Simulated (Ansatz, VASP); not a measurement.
## One calculation of Al, two programs

```
Al
1.0
     0.00000    2.00488    2.00488
     2.00488    0.00000    2.00488
     2.00488    2.00488    0.00000
Al
1
Direct
  0.00000 0.00000 0.00000
```

Alike in both runs: task single point; functional RPBE; k mesh 22 × 22 × 22; occupations fermi-dirac, width 0.1 eV; no spin polarisation.

|  | VASP | Ansatz |
| --- | --- | --- |
| version | VASP 6.6.1 | Ansatz 0.2.0 |
| potentials or method | VASP PAW PBE potentials, release 64 (Al) | plane waves (420 eV) with PAW, scalar-relativistic |
| plane-wave cutoff (eV) | 520 | 420 |
| valence electrons in the cell | 3 | 3 |

Ansatz gave:

| Property | Result |
| --- | --- |
| pressure (GPa) | 3.5 |

Question: Which values does VASP return?

Answer: Pressure (GPa): 3.3.

The functional is the same, so the differences come from potentials, cutoffs and numerics.

Caveats: the PAW data sets were made with another functional, which shifts forces and pressure a little (VASP).
